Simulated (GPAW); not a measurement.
Runs of GPAW 26.7.0 on Sn. Symmetry: Fd-3m, No. 227, cubic system. Conventional cell: a = 6.467 Å, b = 6.467 Å, c = 6.467 Å, α = 90.00°, β = 90.00°, γ = 90.00°. Around Sn (site symmetry -43m) lie 4 Sn at 2.80 Å. This isn't the form of Sn at room conditions, which is tetragonal (white tin).

```tsv
task	level	potentials or basis	cutoff (eV)	maxiter	band path	band points	data set	pressure (GPa)	V0 of scaled cells (Å³/atom)	B0 (GPa)
equation of state	SOGGA	PAW data sets generated in the run's folder for this functional, pw	600	150	-	-	-	-	(b)	(c)
equation of state	PBEsol+D3	PAW data sets generated in the run's folder for this functional, pw	600	150	-	-	-	-	34.31	45
single point	PBE	GPAW PAW data sets (gpaw-data 1.2.1), pw	500	80	-	-	-	3.1	-	-
equation of state	C09-vdW	GPAW PAW data sets (gpaw-data 1.2.1), pw	600	150	-	-	-	-	35.40	40
band structure	LDA	PAW data sets generated in the run's folder for this functional, pw	600	150	GXWKGLUWLK,UX	60	-	-0.1	-	-
equation of state	LDA	JTH PAW 2.0, LDA, pw	600	150	-	-	Sn jth	-	(a)	44
```

Alike in all rows: no spin polarisation; cell as given; k mesh 6 × 6 × 6; smearing fermi-dirac 0.05 eV.

Problem. Fill in the values left out.

Solution. (a) 33.95; (b) 34.75; (c) 42.

Caveats: the cutoff is short for stress and forces, so pressures can be off by a GPa or more (some runs); the PAW data sets were made with another functional, which shifts forces and pressure a little (some runs); the program truncates these outside data sets (some runs).
